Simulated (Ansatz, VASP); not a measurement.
## SiC62: VASP beside Ansatz

Wanted: the spread between two codes on one cell, functional and k mesh. The cell is taken from a series of runs on this material, whose earlier steps may have relaxed, scaled, displaced or heated it; both programs get it as it stands.

Main program and level: Ansatz 0.2.0; plane waves, with VASP 6.6.1 beside it; HSE06.

In doubt: a hybrid run on one k-point, which bears on gaps, levels and energies.

### Step 1. Starting point

The cell holds 63 atoms: 62 C and 1 Si. Its edges and angles: a = 7.143 Å, b = 7.143 Å, c = 7.143 Å, α = 90.0°, β = 90.0°, γ = 90.0°. It derives from C (C (Fd-3m)). Nearest the centre at fractional (0.438, 0.438, 0.562): Si63 at 0.01 Å, C26 at 1.99 Å, C22 at 1.99 Å, C59 at 2.00 Å, C12 at 2.00 Å, C41 at 2.00 Å, C37 at 2.00 Å, C27 at 2.67 Å.

### Step 2. Ansatz: single point, HSE06

Ansatz runs on its default PAW (the set named soft_2) files.

A single point takes one fixed geometry, so differences don't come from the geometry; what else differs is listed under the comparison.

input.yaml reads:

```yaml
crystal:
  lattice:
    - [7.14312472, 0.0, 0.0]
    - [0.0, 7.14312472, 0.0]
    - [0.0, 0.0, 7.14312472]
  atoms:
    - { symbol: C, position: [0.00116778655, -0.00028992412, -0.00074595731] }
    - { symbol: C, position: [-0.00097429021, 0.24794491743, 0.24721859089] }
    - { symbol: C, position: [0.2494026281, -0.00243200087, 0.24721859089] }
    - { symbol: C, position: [0.25245177299, 0.25099406232, -0.0030725927] }
    - { symbol: C, position: [0.12628074025, 0.12482302959, 0.12223073295] }
    - { symbol: C, position: [0.12224821538, 0.37357316333, 0.37022915141] }
    - { symbol: C, position: [0.37503087399, 0.12079050471, 0.37022915141] }
    - { symbol: C, position: [0.37577605277, 0.37431834211, 0.12385067511] }
    - { symbol: C, position: [0.00065925319, -0.00079845748, 0.49925413439] }
    - { symbol: C, position: [0.00349442194, 0.25099406232, 0.74797005625] }
    - { symbol: C, position: [0.25245177299, 0.00203671127, 0.74797005625] }
    - { symbol: C, position: [0.24774396687, 0.2462862562, 0.48567536698] }
    - { symbol: C, position: [0.12903419099, 0.12757648032, 0.62191425083] }
    - { symbol: C, position: [0.12903419099, 0.37704986774, 0.87138763825] }
    - { symbol: C, position: [0.3785075784, 0.12757648032, 0.87138763825] }
    - { symbol: C, position: [0.00065925319, 0.49970998418, -0.00023742395] }
    - { symbol: C, position: [-0.00200125214, 0.74845241007, 0.2505117085] }
    - { symbol: C, position: [0.24599854076, 0.49970146645, 0.24647929481] }
    - { symbol: C, position: [0.2494026281, 0.75174552768, 0.00139611944] }
    - { symbol: C, position: [0.12298778581, 0.62532685902, 0.12325692245] }
    - { symbol: C, position: [0.12298778581, 0.87570719612, 0.37363725955] }
    - { symbol: C, position: [0.36143801447, 0.62699107123, 0.37197304734] }
    - { symbol: C, position: [0.37502487401, 0.87407301529, 0.12489110328] }
    - { symbol: C, position: [-0.00038118669, 0.49895552536, 0.50000859321] }
    - { symbol: C, position: [-0.00097429021, 0.75174552768, 0.75101920114] }
    - { symbol: C, position: [0.24774396687, 0.51328875159, 0.75267786237] }
    - { symbol: C, position: [0.24599854076, 0.75248482376, 0.49926265212] }
    - { symbol: C, position: [0.12224821538, 0.62873496716, 0.62539095525] }
    - { symbol: C, position: [0.12628074025, 0.87673338562, 0.87414108898] }
    - { symbol: C, position: [0.37503087399, 0.62873496716, 0.87817361386] }
    - { symbol: C, position: [0.37577605277, 0.87511344346, 0.62464577646] }
    - { symbol: C, position: [0.50116769485, -0.00079845748, -0.00023742395] }
    - { symbol: C, position: [0.50115917712, 0.2445408301, 0.24647929481] }
    - { symbol: C, position: [0.74991012074, -0.00345896281, 0.2505117085] }
    - { symbol: C, position: [0.75320323834, 0.24794491743, 0.00139611944] }
    - { symbol: C, position: [0.62678456968, 0.12153007514, 0.12325692245] }
    - { symbol: C, position: [0.6284487819, 0.3599803038, 0.37197304734] }
    - { symbol: C, position: [0.87716490679, 0.12153007514, 0.37363725955] }
    - { symbol: C, position: [0.87553072596, 0.37356716334, 0.12489110328] }
    - { symbol: C, position: [0.50041323603, -0.00183889735, 0.50000859321] }
    - { symbol: C, position: [0.51474646225, 0.2462862562, 0.75267786237] }
    - { symbol: C, position: [0.75320323834, -0.00243200087, 0.75101920114] }
    - { symbol: C, position: [0.75394253443, 0.2445408301, 0.49926265212] }
    - { symbol: C, position: [0.63019267783, 0.12079050471, 0.62539095525] }
    - { symbol: C, position: [0.63019267783, 0.37357316333, 0.87817361386] }
    - { symbol: C, position: [0.87819109629, 0.12482302959, 0.87414108898] }
    - { symbol: C, position: [0.87657115412, 0.37431834211, 0.62464577646] }
    - { symbol: C, position: [0.50041323603, 0.49895552536, 0.00080301592] }
    - { symbol: C, position: [0.49768363642, 0.74570085267, 0.2532632659] }
    - { symbol: C, position: [0.74715856333, 0.49622592575, 0.2532632659] }
    - { symbol: C, position: [0.74991012074, 0.74845241007, 0.00242308138] }
    - { symbol: C, position: [0.62374055178, 0.62228284112, 0.12772597591] }
    - { symbol: C, position: [0.62374055178, 0.87123814266, 0.37668127745] }
    - { symbol: C, position: [0.87269585333, 0.62228284112, 0.37668127745] }
    - { symbol: C, position: [0.87502270074, 0.87356499007, 0.1253991285] }
    - { symbol: C, position: [0.50115917712, 0.75248482376, 0.75442328847] }
    - { symbol: C, position: [0.75394253443, 0.49970146645, 0.75442328847] }
    - { symbol: C, position: [0.74715856333, 0.74570085267, 0.50273819282] }
    - { symbol: C, position: [0.6284487819, 0.62699107123, 0.63898381477] }
    - { symbol: C, position: [0.62678456968, 0.87570719612, 0.87743404343] }
    - { symbol: C, position: [0.87716490679, 0.62532685902, 0.87743404343] }
    - { symbol: C, position: [0.87553072596, 0.87407301529, 0.62539695523] }
    - { symbol: Si, position: [0.43807148616, 0.43661377549, 0.56235034308] }
  host:
    repeats: [2, 2, 2]
    atoms:
      - { symbol: C, position: [0.0, 0.0, 0.0] }
      - { symbol: C, position: [0.0, 0.5, 0.5] }
      # ... 6 more atoms of the perfect host
basis:
  ecutwfc: 420
  xc_grid: 2
hamiltonian:
  xc: hse06
kpoints:
  mp_grid: { grid: [1, 1, 1] }
magnetization:
  spin_polarized: true
  initial_magnetization: 2
  spin_locking: { lock_magnetization: hard }
scf:
  occupations: { method: fermi_dirac, width: 0.01 }
  max_iter: 100
  n_extra_bands: 16
  lower_state_search: "off"
output:
  forces: true
  eigenvalues: true
checkpoint:
  read: "../exc.ground.q0_M2.run"
  write: "../exc0_q0_M2.ground.l1.run"
  compress: false
  write_wavefunctions: false
  write_every: 100000
```

Launch:

```bash
$ ansatz run input.yaml --threads 4 --pin off --max-ram 11304MiB --backend cpu --events-out ev --progress --plain --runs-dir out
```

Numbers of over 12 decimals in the logs are rounded to 6 here.

Log:

```text
Warning: the band count 143 (scf.n_extra_bands) hosts the net moment |M| = 2.0000 μB (N_el = 252) but caps the reachable moment at 2·n_bands − N_el = 34.0000 μB, below the 190 bands that the automatic rule leaves for it — a moment growing past the seed, or the majority channel's smearing tail, pins there with fewer empty majority states than that count leaves; raise or omit scf.n_extra_bands unless the cap is intended
Warning: checkpoint.read: the run can stay near the saved state's solution: 63 site(s) moved relative to the saved geometry (max |Δs| = 1.085e-3 fractional); the SCF starts from the saved state under `checkpoint.density_extrapolation: transplant`, in force with no word given; its orbitals are not used off its sites. A run without `checkpoint.read` takes nothing of the state. A lower free energy from it at the same positions (and U, V and field ramp, if any), with starting moments typed, shows a solution that this start missed, and an equal or higher one rules none out (checkpoint.read, Limitations, in the input reference)
scf.n_extra_bands = 16 over 127 filled bands (N_el = 252.0): the run solves 143 bands
exact exchange: scf.exx.singularity resolves to wigner_seitz, which cuts the screened interaction at the faces of the exchange supercell's Wigner-Seitz cell, so that each pair interacts once, at the shortest of its separations (the periodic images that this leaves out come, for a point-like exchange hole, to about 0.122 eV on a filled level). The cut falls within the interaction's reach, and what an exchange supercel [...]
Engine: ansatz 0.2.0, aarch64-unknown-linux-gnu
Pseudopotentials: kind: paw
Pseudopotential: C, paw, valence charge 4, recommended cutoff 420 eV (normal), C.paw.azcp
Pseudopotential: Si, paw, valence charge 4, recommended cutoff 420 eV (normal), Si.paw.azcp
Functional definition: HSE06
  parameter a = 0.25
  parameter omega = 0.11/bohr
  exchange = pbe_x - a*pbe_x_sr(omega) + a*exact_x_sr(omega)
  correlation = pbe_c
Crystal: 63 atoms, lattice volume = 364.472 Å³
Basis set: ecut = 420 eV, 7123 PW (Γ), exchange–correlation on 96×96×96 points (8 copies of the dense FFT grid, shifted against one another)
Bands: 143, of which v1, the nominal top of the filled ones, is band 126 counted from 1 (125 counted from 0)
Symmetry: 6 space group operations
Space group: R3m (ITA 160), of the structure as read, at distance tolerance 7.1e-5 Å
Magnetic group: BNS 160.65 (UNI 1295), of the structure as read, at distance tolerance 7.1e-5 Å
k-points: 1
Non-local potential: C, projectors of the file, l = 0: 2, l = 1: 2, l = 2: 1
Non-local potential: Si, projectors of the file, l = 0: 2, l = 1: 2, l = 2: 2
PAW form: soft (Blöchl's): semilocal exchange-correlation on the pseudo side does not see the compensation charge
PAW frozen core: C, regenerated for the run's functional, and the local potential with it (the file was generated under x = pbe(κ = 0.804, μ = 0.219515), c = pbe(β = 0.066725))
PAW frozen core: Si, regenerated for the run's functional, and the local potential with it (the file was generated under x = pbe(κ = 0.804, μ = 0.219515), c = pbe(β = 0.066725))
PAW one-centre angular grid: C, 110 points (default); XC on 64 Gauss nodes
PAW one-centre angular grid: Si, 110 points (default); XC on 64 Gauss nodes
Initial density: read from a saved state, or passed on in memory by an earlier SCF of this step, an earlier step, the calling program or the single point that the run made first, carried with its atoms to this geometry
Starting moments: Σ|m| = 2 μB on 63 of 63 sites; this step starts from the density that it was given
Initial wavefunctions: pseudopotential atomic-orbital guess
Functional: x = pbe(κ = 0.804, μ = 0.219515), c = pbe(β = 0.066725), warm-up for x = pbe(κ = 0.804, μ = 0.219515) + 0.25 (exact − pbe) at short range (hse, ω = 0.207870 Å⁻¹), c = pbe(β = 0.066725); HSE06 as pw.x's `hse` composes it (authors' and Libxc's form: `xc: wpbeh`)
[...]
Free energy (F): -16180.242145 eV
Frozen-core exchange: fock
Harris-Foulkes:  -16180.242145 eV  (|F-HF|=1.82e-10)
Internal energy: -16180.242145 eV  (E = F + TS)
E sigma→0 (E₀):  -16180.242145 eV
Fermi energy:    13.974144 (↑ 15.819418, ↓ 13.387970) eV
--- Per-component energies (eV) ---
  E_band       = 730.313334
  E_kinetic    = 5767.810871
  E_local      = -3953.540894  (includes V_loc(G=0)·N_el)
  E_nonlocal   = 1643.653473
  E_hartree    = 922.562636
  E_xc         = -2492.288909
  E_vxc        = -3045.313564  (∫ρ·V_xc dr)
  E_exx        = -573.166483  (= α·E_x^exact, valence–valence)
  E_paw        = -6676.180372  (= ΣΔE_a)
  E_vpaw       = -381.089715  (= ΣTr[D̂ρ^β])
  E_aug_tail   = 0.000540  (compensation charges beyond the density's cutoff)
  E_ewald      = -10817.966359
  E_core_change = -1.126648  (= ΣΔE_core)
  E_smearing   = -0.000000  (= −TS)
  E_closure    = -0.000000  (closes the sum)
  Σ components = -16180.242145   (vs F -16180.242145, Δ=0.00e0)
--- Forces (eV/Å), atoms counted from 1 ---
  atom   1  C     -0.03878105    -0.03878105     0.03878105
  atom   2  C     -0.07071199    -0.02773074     0.07009079
  atom   3  C     -0.02773074    -0.07071199     0.07009079
  atom   4  C     -0.01096336    -0.01096336     0.06691717
  atom   5  C      0.05985436     0.05985436    -0.01221264
  atom   6  C      0.13420167    -0.02686638    -0.07411936
  atom   7  C     -0.02686638     0.13420167    -0.07411936
  atom   8  C     -0.01798834    -0.01798834    -0.06437544
  atom   9  C     -0.14380509    -0.14380509    -0.06736024
  atom  10  C     -0.06691717    -0.01096336     0.01096336
  atom  11  C     -0.01096336    -0.06691717     0.01096336
  atom  12  C      0.10806031     0.10806031    -0.21618593
  atom  13  C      0.18554203     0.18554203     0.06688074
  atom  14  C      0.18554203    -0.06688074    -0.18554203
  atom  15  C     -0.06688074     0.18554203    -0.18554203
  atom  16  C     -0.14380509     0.06736024     0.14380509
  atom  17  C     -0.01166548    -0.06016799     0.06016799
  atom  18  C     -0.07414636     0.02589034     0.13500418
  atom  19  C     -0.02773074    -0.07009079     0.07071199
  atom  20  C      0.06956651     0.02961470    -0.07073918
  atom  21  C      0.06956651     0.07073918    -0.02961470
  atom  22  C     -0.21399179    -0.10800991     0.10800991
  atom  23  C     -0.06902018     0.14424832    -0.14424832
  atom  24  C     -0.06426862     0.01871325    -0.01871325
[...]
atom  56  C      0.02589034    -0.13500418     0.07414636
  atom  57  C     -0.13500418     0.02589034     0.07414636
  atom  58  C     -0.18670248    -0.18670248    -0.06678111
  atom  59  C     -0.10800991    -0.10800991     0.21399179
  atom  60  C      0.02961470     0.07073918    -0.06956651
  atom  61  C      0.07073918     0.02961470    -0.06956651
  atom  62  C      0.14424832     0.14424832     0.06902018
  atom  63  Si     0.00124843     0.00124843    -0.00124843
  max |Σ_I F_I| component: 1.66e-5 eV/Å
--- Band table (eV) ---
  k-point 0 ↑: bands = [... 122 lower, 11.1843, 11.1843, 12.1947, 13.3867, 13.3867, 18.2533, 18.2533, 18.2673, ... 13 higher]
  k-point 0 ↓: bands = [... 122 lower, 11.7546, 11.7546, 12.2213, 14.5616, 14.5616, 18.2738, 18.2738, 18.2881, ... 13 higher]
```

(Continued in part 2 of 2.)

[Lines on the potential files, build, host, timing and source positions are cut from VASP's logs without a mark.]

[Logs are printed without paths, hosts, clocks, repeated set-up lines and the standing remarks that a program may print on its own settings, such as how far it seeks lower states.]

[Hosts, paths, dates, database ids (printed as entryN), source tags and the programs' standing remarks are cut or masked in the printed files.]
